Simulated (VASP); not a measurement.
The system is Cu2O (Cuprite).

```
Cu O
1.0
     4.26000    0.00000    0.00000
     0.00000    4.26000    0.00000
     0.00000    0.00000    4.26000
Cu O
4 2
Direct
  0.75000 0.25000 0.75000
  0.75000 0.75000 0.25000
  0.25000 0.75000 0.75000
  0.25000 0.25000 0.25000
  0.50000 0.50000 0.50000
  0.00000 0.00000 0.00000
```

Base run:

| Property | Result |
| --- | --- |
| Program | VASP 6.6.1 |
| Functional | PBE |
| Potentials or basis | VASP PAW PBE potentials, release 54 (Cu, O) |
| Cutoff | 520 eV |
| k mesh | 6 × 6 × 6 |
| Occupations | fermi-dirac, width 0.05 eV |
| Spin | no spin polarisation |

Its results: band gap on the k mesh 0.54 eV, direct.

**Question.** The run is repeated on the same cell with these changes: functional from PBE to TB-mBJ; potentials or basis from VASP PAW PBE potentials, release 54 (Cu, O) to VASP PAW PBE potentials, release 64 (Cu, O). What comes out?

**Answer.** Band gap on the k mesh 0.80 eV, direct.
